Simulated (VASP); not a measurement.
A run of VASP 6.6.1:

File INCAR:

```
SYSTEM = AgBr
PREC = Accurate
ENCUT = 600
EDIFF = 1E-6
ISMEAR = 0
SIGMA = 0.02
LREAL = .FALSE.
LASPH = .TRUE.
NELM = 80
ALGO = Fast
ISIF = 3
LWAVE = .FALSE.
LCHARG = .FALSE.
GGA = CA
IBRION = 2
NSW = 70
EDIFFG = -0.005
```

Contents of KPOINTS:

```
regular mesh
0
G
  8 8 8
  0 0 0
```

File POSCAR:

```
AgBr
1.0
    0.0000000000      2.9216612883      2.9216612883
    2.9216612883      0.0000000000      2.9216612883
    2.9216612883      2.9216612883      0.0000000000
Ag Br
1 1
Direct
    0.0000000000      0.0000000000      0.0000000000
    0.5000000000      0.5000000000      0.5000000000
```

Potentials or basis: VASP PAW LDA potentials, release 64 (Ag, Br).

Command:

```console
$ cat potpaw_LDA.64/Ag/POTCAR potpaw_LDA.64/Br/POTCAR > POTCAR
$ mpirun -np 1 vasp_std > vasp.out
```

Hardware: 1 thread of Intel(R) Xeon(R) 6975P-C (Granite Rapids), on a shared host.

Problem. How long does it take, and how much memory?

Solution. Run time: 22 s on 1 thread of Intel(R) Xeon(R) 6975P-C (Granite Rapids), on a shared host, peak memory 0.19 GiB. Counts: scf iterations 30, k points 29, ion steps 3.
